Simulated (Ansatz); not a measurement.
System: Re (fcc type), 1 atom in the cell.

Computed with PBE, all-electron LAPW, point nucleus (Ansatz 0.2.0 development build).

k-mesh 12×12×12 Γ-centred; Fermi–Dirac smearing of 0.1 eV; no spin polarisation; no spin–orbit coupling.

```xyz
1
Lattice="0.0000 1.9600 1.9600 1.9600 0.0000 1.9600 1.9600 1.9600 0.0000" Properties=species:S:1:pos:R:3 pbc="T T T"
Re    0.0000    0.0000    0.0000
```

(1) Is the cell under compression or tension, and by how much?

## Answers

(1) The pressure is -1.05 GPa, so at these settings the cell is stretched and would shrink.

This cubic structure is a model: it isn't the usual form of the substance at ambient conditions, and such phases are metastable or hypothetical. The k-mesh is modest, so these values aren't fully converged in k.
